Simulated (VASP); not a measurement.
Wanted: the native input for a VASP 6.6.1 run.

```yaml
Task: evGW0 quasiparticle levels
Functional: PBE
Potentials_or_basis: VASP PAW PBE potentials, release 64 (Cd_GW, S_GW)
Cutoff: 500 eV
k_mesh: 4 × 4 × 4
Occupations: gaussian, width 0.01 eV
Spin: no spin polarisation
Cutoff_of_the_response_function: 200
Frequency_points: 48
Empty_bands: 268
GW_scheme: evGW0
GW_iterations: 4
Further_INCAR_settings: ALGO = EVGW0; EDIFF = 1e-08; NBANDS = 277
```

Crystal: CdS.

```
CELL_PARAMETERS angstrom
0.00000 2.75324 2.75324
2.75324 0.00000 2.75324
2.75324 2.75324 0.00000
ATOMIC_POSITIONS crystal
Cd 0.00000 0.00000 0.00000
S 0.50000 0.50000 0.50000
```

Measurements of this composition are mostly on another form, of space group No. 186.

One way to write it, as run:

POSCAR

```
CdS
1.0
    0.0000000000      2.7532440000      2.7532440000
    2.7532440000      0.0000000000      2.7532440000
    2.7532440000      2.7532440000      0.0000000000
Cd S
1 1
Direct
    0.0000000000      0.0000000000      0.0000000000
    0.5000000000      0.5000000000      0.5000000000
```

INCAR.step1

```
ALGO     = Normal         # electronic algorithm
EDIFF    = 1E-8           # SCF threshold, eV
ENCUT    = 500            # plane-wave cutoff, eV
GGA      = PE             # functional
ISMEAR   = 0              # smearing method
LASPH    = True           # aspherical terms in the spheres
LCHARG   = False          # write CHGCAR
LREAL    = False          # projectors in reciprocal space
LWAVE    = True           # write WAVECAR
NELM     = 100            # most SCF steps
PREC     = Accurate       # precision mode
SIGMA    = 0.01           # smearing width, eV
```

INCAR.step2

```
ALGO     = Exact          # electronic algorithm
EDIFF    = 1E-8           # SCF threshold, eV
ENCUT    = 500            # plane-wave cutoff, eV
GGA      = PE             # functional
ISMEAR   = 0              # smearing method
ISTART   = 1            
LASPH    = True           # aspherical terms in the spheres
LCHARG   = False          # write CHGCAR
LOPTICS  = True           # frequency-dependent dielectric function
LREAL    = False          # projectors in reciprocal space
LWAVE    = True           # write WAVECAR
NBANDS   = 277            # bands
NELM     = 1              # most SCF steps
PREC     = Accurate       # precision mode
SIGMA    = 0.01           # smearing width, eV
```

INCAR.step3

```
ALGO     = EVGW0          # electronic algorithm
EDIFF    = 1E-8           # SCF threshold, eV
ENCUT    = 500            # plane-wave cutoff, eV
ENCUTGW  = 200            # cutoff of the response function
GGA      = PE             # functional
ISMEAR   = 0              # smearing method
ISTART   = 1            
LASPH    = True           # aspherical terms in the spheres
LCHARG   = False          # write CHGCAR
LREAL    = False          # projectors in reciprocal space
LWAVE    = False          # write WAVECAR
NBANDS   = 277            # bands
NBANDSGW = 17           
NELMGW   = 4            
NOMEGA   = 48             # frequency points
PREC     = Accurate       # precision mode
PRECFOCK = Fast         
SIGMA    = 0.01           # smearing width, eV
```

KPOINTS

```
k-points
0
Gamma
  4 4 4
```

Potentials or basis: VASP PAW PBE potentials, release 64 (Cd_GW, S_GW).

Command:

```bash
$ cat potpaw_PBE.64/Cd_GW/POTCAR potpaw_PBE.64/S_GW/POTCAR > POTCAR
$ cp INCAR.step1 INCAR
$ mpirun -np 1 vasp_std > vasp.out
$ cp INCAR.step2 INCAR
$ mpirun -np 1 vasp_std > vasp.out
$ cp INCAR.step3 INCAR
$ mpirun -np 1 vasp_std > vasp.out
```

It gave:

```json
{"Band gap on the k mesh, mean-field level": "0.21 eV, indirect (least direct gap 1.52 eV)", "Quasiparticle gap": "0.95 eV", "Least direct quasiparticle gap": "2.25 eV"}
```

Caveat: the k mesh is coarse (spacing up to 0.49 Å⁻¹), so the values aren't converged; bands, screening cutoff and mesh are small and nothing is extrapolated, so the quasiparticle values aren't converged.

It took 21 min on 1 thread of Intel(R) Xeon(R) Platinum 8488C (Sapphire Rapids), with other jobs on the host, peak memory 0.63 GiB.
